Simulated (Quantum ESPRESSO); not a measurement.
# Ga (I4/mmm) in Quantum ESPRESSO: reference runs

Reference runs on Ga: the cell as given and a disturbed copy, then over a range of volumes.

Everything below comes from runs of Quantum ESPRESSO 7.5. Logs are shortened: lines on timing, memory, paths and dates and some standing lists are left out, and cuts for length are marked.

### 1 The structure

It takes space group I4/mmm (No. 139, tetragonal). Conventional cell: a = 2.769 Å, b = 2.769 Å, c = 4.622 Å, α = 90.00°, β = 90.00°, γ = 90.00°. Ga (site symmetry 4/mmm) has 12 Ga at 2.77 to 3.03 Å as nearest neighbours.

This isn't the form of Ga at room conditions, which is orthorhombic.

### 2 Single point, PBEsol

The input, pw.in:

```
&CONTROL
  calculation = 'scf'
  prefix = 'pwscf'
  outdir = './tmp'
  pseudo_dir = './pseudo'
  tprnfor = .true.
  tstress = .true.
  disk_io = 'low'
/
&SYSTEM
  ibrav = 0
  celldm(1) = 8
  nat = 1
  ntyp = 1
  ecutwfc = 56
  ecutrho = 448
  nbnd = 16
  occupations = 'smearing'
  smearing = 'fd'
  degauss = 0.00367493
/
&ELECTRONS
  conv_thr = 2d-10
  electron_maxstep = 120
  mixing_beta = 0.5
/
ATOMIC_SPECIES
Ga    69.7230 ga_pbesol_v1.4.uspp.F.UPF
CELL_PARAMETERS alat
 -0.3270168034158   0.3270168034158   0.5459475079615
  0.3270168034158  -0.3270168034158   0.5459475079615
  0.3270168034158   0.3270168034158  -0.5459475079615
ATOMIC_POSITIONS crystal
Ga     0.0000000000    0.0000000000    0.0000000000
K_POINTS automatic
13 13 13 0 0 0
```

The input, pp_density.in:

```
&INPUTPP
  prefix = 'pwscf'
  outdir = './tmp'
  filplot = 'density.dat'
  plot_num = 0
/
&PLOT
  nfile = 1
  filepp(1) = 'density.dat'
  iflag = 3
  output_format = 6
  fileout = 'density.cube'
/
```

The input, pp_potential.in:

```
&INPUTPP
  prefix = 'pwscf'
  outdir = './tmp'
  filplot = 'potential.dat'
  plot_num = 11
/
&PLOT
  nfile = 1
  filepp(1) = 'potential.dat'
  iflag = 3
  output_format = 6
  fileout = 'potential.cube'
/
```

Potentials or basis: GBRV 1.5 PBEsol.

Run with:

```bash
$ OMP_NUM_THREADS=1 mpirun -n 2 pw.x -nk 2 -in pw.in > pw.out
$ OMP_NUM_THREADS=1 mpirun -n 1 pp.x -in pp_density.in > pp_density.out
$ OMP_NUM_THREADS=1 mpirun -n 1 pp.x -in pp_potential.in > pp_potential.out
```

pw.out:

```text
This program is part of the open-source Quantum ESPRESSO suite
     for quantum simulation of materials; please cite
         "P. Giannozzi et al., J. Phys.:Condens. Matter 21 395502 (2009);
         "P. Giannozzi et al., J. Phys.:Condens. Matter 29 465901 (2017);
         "P. Giannozzi et al., J. Chem. Phys. 152 154105 (2020);
     in publications or presentations arising from this work. More details at

     Message from routine setup:
     using ibrav=0 with symmetry is DISCOURAGED, use correct ibrav instead

     K-points division:     npool     =       2
     Subspace diagonalization in iterative solution of the eigenvalue problem:
     a serial algorithm will be used

     G-vector sticks info
     --------------------
     sticks:   dense  smooth     PW     G-vecs:    dense   smooth      PW
     Sum        1153     577    191                19213     6813    1309

     Using Slab Decomposition

     bravais-lattice index     =            0
     lattice parameter (alat)  =       8.0000  a.u.
     unit-cell volume          =     119.5697 (a.u.)^3
     number of atoms/cell      =            1
     number of atomic types    =            1
     number of electrons       =        19.00
     number of Kohn-Sham states=           16
     kinetic-energy cutoff     =      56.0000  Ry
     charge density cutoff     =     448.0000  Ry
     scf convergence threshold =      2.0E-10
     mixing beta               =       0.5000
     number of iterations used =            8  plain     mixing
     Exchange-correlation= SLA  PW   PSX  PSC
                           (   1   4  10   8   0   0   0)

     celldm(1)=   8.000000  celldm(2)=   0.000000  celldm(3)=   0.000000
     celldm(4)=   0.000000  celldm(5)=   0.000000  celldm(6)=   0.000000

     crystal axes: (cart. coord. in units of alat)
               a(1) = (  -0.327017   0.327017   0.545948 )
               a(2) = (   0.327017  -0.327017   0.545948 )
               a(3) = (   0.327017   0.327017  -0.545948 )

     reciprocal axes: (cart. coord. in units 2 pi/alat)
               b(1) = ( -0.000000  1.528973  0.915839 )
               b(2) = (  1.528973 -0.000000  0.915839 )
               b(3) = (  1.528973  1.528973  0.000000 )

     PseudoPot. # 1 for Ga read from file:
     ga_pbesol_v1.4.uspp.F.UPF
     Pseudo is Ultrasoft + core correction, Zval = 19.0
     Generated by new atomic code, or converted to UPF format
     Using radial grid of  871 points,  6 beta functions with:
                l(1) =   0
                l(2) =   0
                l(3) =   1
                l(4) =   1
                l(5) =   2
                l(6) =   2
     Q(r) pseudized with  8 coefficients,  rinner =    1.250   1.250   1.250
                                                       1.250   1.250

     atomic species   valence    mass     pseudopotential
     Ga               19.00    69.72300     Ga( 1.00)

     16 Sym. Ops., with inversion, found

   Cartesian axes

     site n.     atom                  positions (alat units)
         1        Ga     tau(   1) = (   0.0000000   0.0000000   0.0000000  )

     number of k points=   196  Fermi-Dirac smearing, width (Ry)=  0.0037

     Number of k-points >= 100: set verbosity='high' to print them.

     Dense  grid:    19213 G-vectors     FFT dimensions: (  40,  40,  40)

     Smooth grid:     6813 G-vectors     FFT dimensions: (  27,  27,  27)

     Check: negative core charge=   -0.000001

     Initial potential from superposition of free atoms

     starting charge      18.0000, renormalised to      19.0000
     Starting wfcs are   12 randomized atomic wfcs +    4 random wfcs

     Self-consistent Calculation

     iteration #  1     ecut=    56.00 Ry     beta= 0.50
     Davidson diagonalization with overlap
     ethr =  1.00E-02,  avg # of iterations =  5.9

     total energy              =    -410.52144990 Ry
     estimated scf accuracy    <       9.15401317 Ry

     iteration #  2     ecut=    56.00 Ry     beta= 0.50
     Davidson diagonalization with overlap
     ethr =  1.00E-02,  avg # of iterations =  2.1

     total energy              =    -414.87718212 Ry
     estimated scf accuracy    <       2.26779342 Ry

     iteration #  3     ecut=    56.00 Ry     beta= 0.50
     Davidson diagonalization with overlap
     ethr =  1.00E-02,  avg # of iterations =  2.0

     total energy              =    -414.92692481 Ry
     estimated scf accuracy    <       0.25383713 Ry

     iteration #  4     ecut=    56.00 Ry     beta= 0.50
     Davidson diagonalization with overlap
     ethr =  1.34E-03,  avg # of iterations =  2.0

     total energy              =    -414.99212574 Ry
     estimated scf accuracy    <       0.00204357 Ry

     iteration #  5     ecut=    56.00 Ry     beta= 0.50
     Davidson diagonalization with overlap
     ethr =  1.08E-05,  avg # of iterations =  3.4

     total energy              =    -414.99267070 Ry
     estimated scf accuracy    <       0.00218393 Ry

     iteration #  6     ecut=    56.00 Ry     beta= 0.50
     Davidson diagonalization with overlap
     ethr =  1.08E-05,  avg # of iterations =  2.0

     total energy              =    -414.99316459 Ry
     estimated scf accuracy    <       0.00000034 Ry

     iteration #  7     ecut=    56.00 Ry     beta= 0.50
     Davidson diagonalization with overlap
     ethr =  1.79E-09,  avg # of iterations =  5.4

     total energy              =    -414.99316749 Ry
     estimated scf accuracy    <       0.00000102 Ry

     iteration #  8     ecut=    56.00 Ry     beta= 0.50
     Davidson diagonalization with overlap
     ethr =  1.79E-09,  avg # of iterations =  2.0

     total energy              =    -414.99316774 Ry
     estimated scf accuracy    <          4.3E-09 Ry

     iteration #  9     ecut=    56.00 Ry     beta= 0.50
     Davidson diagonalization with overlap
     ethr =  2.27E-11,  avg # of iterations =  3.3

     total energy              =    -414.99316773 Ry
     estimated scf accuracy    <       0.00000003 Ry

     iteration # 10     ecut=    56.00 Ry     beta= 0.50
     Davidson diagonalization with overlap
     ethr =  2.27E-11,  avg # of iterations =  2.0

     total energy              =    -414.99316774 Ry
     estimated scf accuracy    <          2.0E-10 Ry

     iteration # 11     ecut=    56.00 Ry     beta= 0.50
     Davidson diagonalization with overlap
     ethr =  1.06E-12,  avg # of iterations =  2.6

     End of self-consistent calculation

     Number of k-points >= 100: set verbosity='high' to print the bands.

     the Fermi energy is    11.8775 ev

!    total energy              =    -414.99316774 Ry
     estimated scf accuracy    <          2.4E-11 Ry
     smearing contrib. (-TS)   =      -0.00021005 Ry
     internal energy E=F+TS    =    -414.99295768 Ry

     The total energy is F=E-TS. E is the sum of the following terms:
     one-electron contribution =    -327.61576194 Ry
     hartree contribution      =     172.05261205 Ry
     xc contribution           =     -47.98452773 Ry
     ewald contribution        =    -211.44528007 Ry

     convergence has been achieved in  11 iterations

     Forces acting on atoms (cartesian axes, Ry/au):

     atom    1 type  1   force =     0.00000000    0.00000000    0.00000000

     Total force =     0.000000     Total SCF correction =     0.000000

     Computing stress (Cartesian axis) and pressure

          total   stress  (Ry/bohr**3)                   (kbar)     P=       -2.45
  -0.00001240  -0.00000000   0.00000000           -1.82       -0.00        0.00
  -0.00000000  -0.00001240  -0.00000000           -0.00       -1.82       -0.00
  -0.00000000  -0.00000000  -0.00002525           -0.00       -0.00       -3.71

=------------------------------------------------------------------------------=
   JOB DONE.
=------------------------------------------------------------------------------=
```

It took 27 s on 2 MPI ranks of Arm Neoverse V2, shared host; peak memory 0.2 GiB.

What came out:

```
Free energy            : -5646.2697 eV
Pressure               : -0.2 GPa
Band gap on the k mesh : none (metal or under the smearing width)
```

Stress tensor (GPa, compression positive):
```
-0.18  0.00  0.00
 0.00 -0.18  0.00
 0.00  0.00 -0.37
```

### 3 Single point, PBEsol, 16.66 Å³/atom

The input, pw.in:

```
&CONTROL
  calculation = 'scf'
  prefix = 'pwscf'
  outdir = './tmp'
  pseudo_dir = './pseudo'
  tprnfor = .true.
  tstress = .true.
  disk_io = 'nowf'
/
&SYSTEM
  ibrav = 0
  nat = 1
  ntyp = 1
  ecutwfc = 56
  ecutrho = 448
  nbnd = 16
  occupations = 'smearing'
  smearing = 'fd'
  degauss = 0.00367493
/
&ELECTRONS
  conv_thr = 2d-10
  electron_maxstep = 120
  mixing_beta = 0.5
/
ATOMIC_SPECIES
Ga    69.7230 ga_pbesol_v1.4.uspp.F.UPF
CELL_PARAMETERS angstrom
  -1.3561377546    1.3561377546    2.2640427644
   1.3561377546   -1.3561377546    2.2640427644
   1.3561377546    1.3561377546   -2.2640427644
ATOMIC_POSITIONS crystal
Ga     0.0000000000    0.0000000000    0.0000000000
K_POINTS automatic
13 13 13 0 0 0
```

Potentials or basis: GBRV 1.5 PBEsol.

Run with:

```bash
$ OMP_NUM_THREADS=1 mpirun -n 2 pw.x -nk 2 -in pw.in > pw.out
```

It took 24 s on 2 MPI ranks of Arm Neoverse V2, shared host; peak memory 0.18 GiB.

The run converged. Its results:

| Item | Value |
| --- | --- |
| Free energy | -5646.2569 eV |
| Pressure | 4.2 GPa |
| Band gap on the k mesh | none (metal or under the smearing width) |

### 4 Single point, PBEsol, 17.01 Å³/atom

pw.in: that of step 3 with these lines changed.

```diff
@@ -28,5 +28,5 @@
 CELL_PARAMETERS angstrom
-  -1.3561377546    1.3561377546    2.2640427644
-   1.3561377546   -1.3561377546    2.2640427644
-   1.3561377546    1.3561377546   -2.2640427644
+  -1.3656883352    1.3656883352    2.2799872528
+   1.3656883352   -1.3656883352    2.2799872528
+   1.3656883352    1.3656883352   -2.2799872528
 ATOMIC_POSITIONS crystal
```

Run with:

```bash
$ OMP_NUM_THREADS=1 mpirun -n 2 pw.x -nk 2 -in pw.in > pw.out
```

Wall time 22 s (2 MPI ranks of Arm Neoverse V2, shared host); peak memory 0.18 GiB.

Results (log left out):

```
Free energy            : -5646.2645 eV
Pressure               : 2.5 GPa
Band gap on the k mesh : none (metal or under the smearing width)
```

### 5 Single point, PBEsol, 17.36 Å³/atom

pw.in: that of step 4 with these lines changed.

```diff
@@ -28,5 +28,5 @@
 CELL_PARAMETERS angstrom
-  -1.3656883352    1.3656883352    2.2799872528
-   1.3656883352   -1.3656883352    2.2799872528
-   1.3656883352    1.3656883352   -2.2799872528
+  -1.3751071731    1.3751071731    2.2957117997
+   1.3751071731   -1.3751071731    2.2957117997
+   1.3751071731    1.3751071731   -2.2957117997
 ATOMIC_POSITIONS crystal
```

Run with:

```bash
$ OMP_NUM_THREADS=1 mpirun -n 2 pw.x -nk 2 -in pw.in > pw.out
```

Wall time 23 s (2 MPI ranks of Arm Neoverse V2, shared host); peak memory 0.18 GiB.

The run converged. Its results:

```
Free energy            : -5646.2687 eV
Pressure               : 1.0 GPa
Band gap on the k mesh : none (metal or under the smearing width)
```

### 6 Single point, PBEsol, 17.72 Å³/atom

pw.in: that of step 5 with these lines changed.

```diff
@@ -28,5 +28,5 @@
 CELL_PARAMETERS angstrom
-  -1.3751071731    1.3751071731    2.2957117997
-   1.3751071731   -1.3751071731    2.2957117997
-   1.3751071731    1.3751071731   -2.2957117997
+  -1.3843987196    1.3843987196    2.3112238365
+   1.3843987196   -1.3843987196    2.3112238365
+   1.3843987196    1.3843987196   -2.3112238365
 ATOMIC_POSITIONS crystal
```

Potentials or basis: GBRV 1.5 PBEsol.

Run with:

```bash
$ OMP_NUM_THREADS=1 mpirun -n 2 pw.x -nk 2 -in pw.in > pw.out
```

Wall time 23 s (2 MPI ranks of Arm Neoverse V2, shared host); peak memory 0.18 GiB.

Results (log left out):

| Quantity | Value |
| --- | --- |
| Free energy | -5646.2697 eV |
| Pressure | -0.3 GPa |
| Band gap on the k mesh | none (metal or under the smearing width) |

### 7 Single point, PBEsol, 18.07 Å³/atom

pw.in: that of step 6 with these lines changed.

```diff
@@ -28,5 +28,5 @@
 CELL_PARAMETERS angstrom
-  -1.3843987196    1.3843987196    2.3112238365
-   1.3843987196   -1.3843987196    2.3112238365
-   1.3843987196    1.3843987196   -2.3112238365
+  -1.3935671902    1.3935671902    2.3265304007
+   1.3935671902   -1.3935671902    2.3265304007
+   1.3935671902    1.3935671902   -2.3265304007
 ATOMIC_POSITIONS crystal
```

Run with:

```bash
$ OMP_NUM_THREADS=1 mpirun -n 2 pw.x -nk 2 -in pw.in > pw.out
```

Run time: 22 s. Hardware: 2 MPI ranks of Arm Neoverse V2, shared host; peak memory 0.2 GiB.

The run converged. Its results:

```
Free energy            : -5646.2680 eV
Pressure               : -1.5 GPa
Band gap on the k mesh : none (metal or under the smearing width)
```

### 8 Single point, PBEsol, 18.43 Å³/atom

pw.in: that of step 7 with these lines changed.

```diff
@@ -28,5 +28,5 @@
 CELL_PARAMETERS angstrom
-  -1.3935671902    1.3935671902    2.3265304007
-   1.3935671902   -1.3935671902    2.3265304007
-   1.3935671902    1.3935671902   -2.3265304007
+  -1.4026165814    1.4026165814    2.3416381643
+   1.4026165814   -1.4026165814    2.3416381643
+   1.4026165814    1.4026165814   -2.3416381643
 ATOMIC_POSITIONS crystal
```

Potentials or basis: GBRV 1.5 PBEsol.

Run with:

```bash
$ OMP_NUM_THREADS=1 mpirun -n 2 pw.x -nk 2 -in pw.in > pw.out
```

pw.out:

```text
This program is part of the open-source Quantum ESPRESSO suite
     for quantum simulation of materials; please cite
         "P. Giannozzi et al., J. Phys.:Condens. Matter 21 395502 (2009);
         "P. Giannozzi et al., J. Phys.:Condens. Matter 29 465901 (2017);
         "P. Giannozzi et al., J. Chem. Phys. 152 154105 (2020);
     in publications or presentations arising from this work. More details at

     Message from routine setup:
     using ibrav=0 with symmetry is DISCOURAGED, use correct ibrav instead

     K-points division:     npool     =       2
     Subspace diagonalization in iterative solution of the eigenvalue problem:
     a serial algorithm will be used

     G-vector sticks info
     --------------------
     sticks:   dense  smooth     PW     G-vecs:    dense   smooth      PW
     Sum        1185     585    195                19885     7045    1365

     Using Slab Decomposition

[... 68 lines left out ...]

     iteration #  1     ecut=    56.00 Ry     beta= 0.50
     Davidson diagonalization with overlap
     ethr =  1.00E-02,  avg # of iterations =  5.9

     total energy              =    -410.38128688 Ry
     estimated scf accuracy    <       9.37637824 Ry
[... 57 lines left out ...]
     iteration # 10     ecut=    56.00 Ry     beta= 0.50
     Davidson diagonalization with overlap
     ethr =  1.81E-11,  avg # of iterations =  2.0

     End of self-consistent calculation

     Number of k-points >= 100: set verbosity='high' to print the bands.

     the Fermi energy is    11.2617 ev

!    total energy              =    -414.99274294 Ry
     estimated scf accuracy    <          2.4E-12 Ry
     smearing contrib. (-TS)   =      -0.00025071 Ry
     internal energy E=F+TS    =    -414.99249224 Ry

     The total energy is F=E-TS. E is the sum of the following terms:
     one-electron contribution =    -332.33103539 Ry
     hartree contribution      =     174.00224490 Ry
     xc contribution           =     -47.96477513 Ry
     ewald contribution        =    -208.69892662 Ry

     convergence has been achieved in  10 iterations

     Forces acting on atoms (cartesian axes, Ry/au):

     atom    1 type  1   force =     0.00000000    0.00000000    0.00000000

     Total force =     0.000000     Total SCF correction =     0.000000

     Computing stress (Cartesian axis) and pressure

          total   stress  (Ry/bohr**3)                   (kbar)     P=      -24.26
  -0.00016527  -0.00000000  -0.00000000          -24.31       -0.00       -0.00
  -0.00000000  -0.00016527  -0.00000000           -0.00      -24.31       -0.00
   0.00000000   0.00000000  -0.00016424            0.00        0.00      -24.16

=------------------------------------------------------------------------------=
   JOB DONE.
=------------------------------------------------------------------------------=
```

Run time: 22 s. Hardware: 2 MPI ranks of Arm Neoverse V2, shared host; peak memory 0.2 GiB.

Results:

```yaml
Free_energy: -5646.2639 eV
Pressure: -2.4 GPa
Band_gap_on_the_k_mesh: none (metal or under the smearing width)
```

### 9 Single point, PBEsol, 18.78 Å³/atom

pw.in: that of step 8 with these lines changed.

```diff
@@ -28,5 +28,5 @@
 CELL_PARAMETERS angstrom
-  -1.4026165814    1.4026165814    2.3416381643
-   1.4026165814   -1.4026165814    2.3416381643
-   1.4026165814    1.4026165814   -2.3416381643
+  -1.4115506858    1.4115506858    2.3565534592
+   1.4115506858   -1.4115506858    2.3565534592
+   1.4115506858    1.4115506858   -2.3565534592
 ATOMIC_POSITIONS crystal
```

Potentials or basis: GBRV 1.5 PBEsol.

Run with:

```bash
$ OMP_NUM_THREADS=1 mpirun -n 2 pw.x -nk 2 -in pw.in > pw.out
```

It took 23 s on 2 MPI ranks of Arm Neoverse V2, shared host; peak memory 0.2 GiB.

It converged, with:

- Free energy: -5646.2578 eV
- Pressure: -3.3 GPa
- Band gap on the k mesh: none (metal or under the smearing width)

### 10 Equation of state, PBEsol

No new run: the results of the series are fitted here.

Results:

| Quantity | Value |
| --- | --- |
| Equilibrium volume | 17.67 Å³/atom |
| Bulk modulus at fixed shape and positions | 62 GPa |
| Pressure derivative of the bulk modulus | 5.4 |

Energy against volume, from the lowest point:
```csv
volume (Å³/atom),energy (meV/atom)
16.655,12.74
17.010,5.14
17.364,1.02
17.718,0.00
18.073,1.70
18.427,5.78
18.781,11.93
```

Caveat: the cell was scaled at fixed shape and fractional positions, which overstates the stiffness of a crystal with free parameters, most of all of layers and chains.

### 11 Single point, PBEsol (cell strained at random at fixed volume)

pw.in: that of step 9 with these lines changed.

```diff
@@ -28,7 +28,7 @@
 CELL_PARAMETERS angstrom
-  -1.4115506858    1.4115506858    2.3565534592
-   1.4115506858   -1.4115506858    2.3565534592
-   1.4115506858    1.4115506858   -2.3565534592
+  -1.3457430000    1.3674810000    2.2797440000
+   1.3853220000   -1.3814100000    2.3117950000
+   1.3842630000    1.4199300000   -2.2880880000
 ATOMIC_POSITIONS crystal
-Ga     0.0000000000    0.0000000000    0.0000000000
+Ga     0.0001720000    0.0118810000    0.0118730000
 K_POINTS automatic
```

Run with:

```bash
$ OMP_NUM_THREADS=1 mpirun -n 2 pw.x -nk 2 -in pw.in > pw.out
```

It took 2.1 min on 2 MPI ranks of Arm Neoverse V2, shared host; peak memory 0.38 GiB.

The run converged. Its results:

```yaml
Free_energy: -5646.2695 eV
Pressure: -0.1 GPa
Band_gap_on_the_k_mesh: none (metal or under the smearing width)
```

Stress tensor (GPa, compression positive):
```
 0.09  0.17 -0.01
 0.17 -0.05 -0.14
-0.01 -0.14 -0.44
```

Levels at points of the mesh, in eV from the Fermi level:
| k point | band 5 | band 6 | band 7 | band 8 | band 9 | band 10 | band 11 | band 12 | band 13 | band 14 |
| --- | --- | --- | --- | --- | --- | --- | --- | --- | --- | --- |
| (0.00, 0.00, 0.00) | -14.78 | -14.77 | -14.75 | -14.60 | -11.48 | 12.73 | 12.99 | 13.27 | 16.17 | 16.66 |

### 12 The runs side by side

```csv
task,cell,gap on the mesh (eV),pressure (GPa)
single point,as given,none,-0.2
equation of state,as given,-,-
single point,cell strained at random at fixed volume,none,-0.1
```

Alike in all rows: level PBEsol; potentials or basis GBRV 1.5 PBEsol; no spin polarisation; k mesh 13 × 13 × 13; cutoff (eV) 762; smearing fermi-dirac 0.05 eV.

Caveats: the cell was scaled at fixed shape and fractional positions, which overstates the stiffness of a crystal with free parameters, most of all of layers and chains (some runs).

Absolute energies hang on the potentials; compare differences alone.
